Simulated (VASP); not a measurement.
# RbBr (Pm-3m) in VASP: a series of runs, part 2 of 3

VASP 6.6.1. Earlier steps stand in the parts before.

## Step 4: Single point, r2SCAN

INCAR

```
PREC     = Accurate       # precision mode
ENCUT    = 250            # plane-wave cutoff, eV
EDIFF    = 1E-6           # SCF threshold, eV
ISMEAR   = 0              # smearing method
SIGMA    = 0.05           # smearing width, eV
LREAL    = F              # projectors in reciprocal space
LASPH    = T              # aspherical terms in the spheres
NELM     = 100            # most SCF steps
ALGO     = Normal         # electronic algorithm
ISIF     = 2              # what is computed and relaxed
LWAVE    = F              # write WAVECAR
LCHARG   = F              # write CHGCAR
METAGGA  = R2SCAN         # meta-GGA
LMIXTAU  = T            
ADDGRID  = F
```

KPOINTS

```
Automatic mesh
0
Gamma
  5 5 5
```

POSCAR

```
RbBr
1.0
    4.1260773000      0.0000000000      0.0000000000
    0.0000000000      4.1260773000      0.0000000000
    0.0000000000      0.0000000000      4.1260773000
Rb Br
1 1
Direct
    0.0000000000      0.0000000000      0.0000000000
    0.5000000000      0.5000000000      0.5000000000
```

Potentials or basis: VASP PAW PBE potentials, release 64 (Rb_sv, Br).

The run is started by

```sh
$ cat potpaw_PBE.64/Rb_sv/POTCAR potpaw_PBE.64/Br/POTCAR > POTCAR
$ mpirun -np 1 vasp_std > vasp.out
```

OUTCAR:

```text
PREC = Accurate
   ENCUT = 250
   EDIFF = 1E-6
   ISMEAR = 0
   LREAL = F
   LASPH = T
   NELM = 100
   ISIF = 2
   METAGGA = R2SCAN

 Found     10 irreducible k-points:

 Following reciprocal coordinates:
            Coordinates               Weight
  0.000000  0.000000  0.000000      1.000000
  0.200000  0.000000  0.000000      6.000000
  0.400000  0.000000  0.000000      6.000000
  0.200000  0.200000  0.000000     12.000000
  0.400000  0.200000  0.000000     24.000000
  0.400000  0.400000  0.000000     12.000000
   k-points           NKPTS =     10   k-points in BZ     NKDIM =     10   number of bands    NBANDS=     12
   number of dos      NEDOS =    301   number of ions     NIONS =      2
   total plane-waves  NPLWV =  13824
   dimension x,y,z NGX =    24 NGY =   24 NGZ =   24
   dimension x,y,z NGXF=    48 NGYF=   48 NGZF=   48
   ions per type =               1   1
   NGX,Y,Z   is equivalent  to a cutoff of   9.67,  9.67,  9.67 a.u.
   NGXF,Y,Z  is equivalent  to a cutoff of  19.34, 19.34, 19.34 a.u.
 SYSTEM =  unknown system
   PREC   = accura    normal or accurate (medium, high low for compatibility)
   ISTART =      0    job   : 0-new  1-cont  2-samecut
   ICHARG =      2    charge: 1-file 2-atom 10-const
   ISPIN  =      1    spin polarized calculation?
   LNONCOLLINEAR =      F non collinear calculations
   LSORBIT =      F    spin-orbit coupling
   LASPH  =      T    aspherical Exc in radial PAW
   ENCUT  =  250.0 eV  18.37 Ry    4.29 a.u.   5.32  5.32  5.32*2*pi/ulx,y,z
   NELM   =    100;   NELMIN=  2; NELMDL= -5     # of ELM steps
   EDIFF  = 0.1E-05   stopping-criterion for ELM
   LREAL  =      F    real-space projection
   EDIFFG = 0.1E-04   stopping-criterion for IOM
   NSW    =      0    number of steps for IOM
   IBRION =     -1    ionic relax: 0-MD 1-quasi-New 2-CG
   NFREE  =      0    steps in history (QN), initial steepest desc. (CG)
   ISIF   =      2    stress and relaxation
   ISYM   =      2    0-nonsym 1-usesym 2-fastsym
   POTIM  = 0.5000    time-step for ionic-motion
   TEBEG  =    0.0;   TEEND  =   0.0 temperature during run
   PSTRESS=    0.0 pullay stress
   NELECT =      16.0000    total number of electrons
   NUPDOWN=      -1.0000    fix difference up-down
   EMIN   =  10.00;   EMAX   =-10.00  energy-range for DOS
   EFERMI =   0.00;   METHOD = LEGACY
   ISMEAR =     0;   SIGMA  =   0.05  broadening in eV -4-tet -1-fermi 0-gaus
   EFERMI_NEDOS =   21; number of points for ismear=-14 and -15
   IALGO  =     38    algorithm
   IMIX   =      4    mixing-type and parameters
     AMIX     =   0.40;   BMIX     =  1.00
     AMIX_MAG =   1.60;   BMIX_MAG =  1.00
  volume/ion in A,a.u.               =      35.12       237.02
  Fermi-wavevector in a.u.,A,eV,Ry     =   0.999795  1.889338 13.600238  0.999589
  Thomas-Fermi vector in A             =   2.132108
   LORBIT       =      0    0 simple, 1 ext, 2 COOP (PROOUT), +10 PAW based schemes
   METAGGA = R2SCAN    functional components
   LHFCALC =     F    Hartree Fock is set to
   AEXX    =    0.0000 exact exchange contribution
   IVDW    =     0    specifies the selected vdW correction
   LEPSILON=     F    determine dielectric tensor
   LRPA    =     F    only Hartree local field effects (RPA)
 non-spin polarized calculation
 Gauss-broadening in eV      SIGMA  =   0.05
  energy-cutoff  :      250.00
  volume of cell :       70.24
 maximum number of plane-waves:       655
 NGX is ok and might be reduce to    24
   NGX = 11   NGY = 11   NGZ = 11

 number of electron      16.0000017 magnetization

 Free energy of the ion-electron system (eV)
  ---------------------------------------------------
  ext. energy  EPLUGINS =         0.00000000
  ---------------------------------------------------
  free energy    TOTEN  =       -31.11216458 eV

  energy without entropy =      -31.11216458  energy(sigma->0) =      -31.11216458

 E-fermi :  -0.8281     XC(G=0):  -8.3245

 val. band max:       -1.0899373004   @ k =   0.4000   0.4000   0.0000
 cond. band min:       3.7868321578   @ k =   0.0000   0.0000   0.0000
 fundamental gap:      4.8767694582
 Fermi energy:        -0.8281259407

 k-point     1 :       0.0000    0.0000    0.0000
  band No.  band energies     occupation
      1     -26.9356      2.00000
      2     -14.1061      2.00000
      3     -10.3761      2.00000
      4     -10.3761      2.00000
      5     -10.3761      2.00000
      6      -1.2017      2.00000
      7      -1.2017      2.00000
      8      -1.2017      2.00000
      9       3.7868      0.00000
     10       5.0659      0.00000
     11       5.0659      0.00000
     12       9.6744      0.00000

 k-point     2 :       0.2000    0.0000    0.0000
  band No.  band energies     occupation
      1     -26.9286      2.00000
      2     -14.1026      2.00000
      3     -10.4239      2.00000
      4     -10.3602      2.00000
      5     -10.3602      2.00000
      6      -1.8431      2.00000
      7      -1.2252      2.00000
      8      -1.2252      2.00000
      9       4.6664      0.00000
     10       5.3730      0.00000
     11       5.9232      0.00000
     12       9.5029      0.00000

 k-point     3 :       0.4000    0.0000    0.0000
  band No.  band energies     occupation
      1     -26.9168      2.00000
      2     -14.0998      2.00000
      3     -10.4887      2.00000
      4     -10.3335      2.00000
      5     -10.3335      2.00000
      6      -2.6336      2.00000
      7      -1.2645      2.00000
      8      -1.2645      2.00000
      9       6.1615      0.00000
     10       6.2940      0.00000
     11       7.2544      0.00000
     12       8.7101      0.00000

 k-point     4 :       0.2000    0.2000    0.0000
  band No.  band energies     occupation
      1     -26.9216      2.00000
      2     -14.0790      2.00000
      3     -10.4839      2.00000
      4     -10.3828      2.00000
      5     -10.3456      2.00000
      6      -1.9132      2.00000
      7      -1.5891      2.00000
      8      -1.2149      2.00000
      9       5.2372      0.00000
     10       5.8072      0.00000
     11       6.4672      0.00000
     12       8.7587      0.00000

 k-point     5 :       0.4000    0.2000    0.0000
  band No.  band energies     occupation
      1     -26.9102      2.00000
      2     -14.0423      2.00000
      3     -10.5513      2.00000
      4     -10.4417      2.00000
      5     -10.3219      2.00000
      6      -2.4440      2.00000
      7      -1.6107      2.00000
      8      -1.1997      2.00000
      9       5.9583      0.00000
     10       6.3427      0.00000
     11       7.5866      0.00000
     12       8.5219      0.00000

 k-point     6 :       0.4000    0.4000    0.0000
  band No.  band energies     occupation
      1     -26.8995      2.00000
      2     -13.9444      2.00000
      3     -10.6539      2.00000
      4     -10.6130      2.00000
      5     -10.3030      2.00000
      6      -2.1588      2.00000
      7      -2.0476      2.00000
      8      -1.0899      2.00000
      9       5.1698      0.00000
     10       6.0274      0.00000
     11       7.7614      0.00000
     12       8.0155      0.00000

 [... further k-points ...]

------------------------ aborting loop because EDIFF is reached ----------------------------------------

  FORCE on cell =-STRESS in cart. coord.  units (eV):
  Direction    XX          YY          ZZ          XY          YZ          ZX
  --------------------------------------------------------------------------------------
  -------------------------------------------------------------------------------------
  Total       -0.0395414     -0.0395414     -0.0395414     -0.0000000     -0.0000000      0.0000000
  in kB       -0.9018847     -0.9018847     -0.9018847     -0.0000000     -0.0000000      0.0000000
  external PRESSURE =      -0.9018847 kB  Pullay stress =       0.0000000 kB

 VOLUME and BASIS-vectors are now :
 -----------------------------------------------------------------------------
  energy-cutoff  :      250.00
  volume of cell :       70.24
      direct lattice vectors                 reciprocal lattice vectors
     4.126077300  0.000000000  0.000000000     0.242360947  0.000000000  0.000000000
     0.000000000  4.126077300  0.000000000     0.000000000  0.242360947  0.000000000
     0.000000000  0.000000000  4.126077300     0.000000000  0.000000000  0.242360947

 POSITION                                       TOTAL-FORCE (eV/Angst)
 -----------------------------------------------------------------------------------
      0.00000      0.00000      0.00000         0.000000      0.000000      0.000000
      2.06304      2.06304      2.06304         0.000000      0.000000      0.000000
 -----------------------------------------------------------------------------------
    total drift:                                0.000000      0.000000     -0.000000

  FREE ENERGIE OF THE ION-ELECTRON SYSTEM (eV)
  ---------------------------------------------------
  free  energy   TOTEN  =       -31.1121645831 eV

  energy  without entropy=      -31.1121645831  energy(sigma->0) =      -31.11216458
```

It took 12 s on 1 thread of Intel Xeon 6975P-C (Granite Rapids), shared host; peak memory 0.13 GiB.

The run converged, but some of its settings lie outside the range that counts as converged, so its numbers aren't taken as properties of the crystal.

Results:

```yaml
Free_energy: -31.1122 eV
Band_gap_on_the_k_mesh: 4.88 eV, indirect (least direct gap 4.99 eV)
```

Caveat: the cutoff is under 1.25 times the usual one of these potentials, so pressure, stress and relaxed cells hold a basis-set (Pulay) error; the PAW data sets were made with another functional, which shifts forces and pressure a little; an odd mesh through Γ misses points on the zone boundary, where band edges often lie.

[end of part 2 of 3]
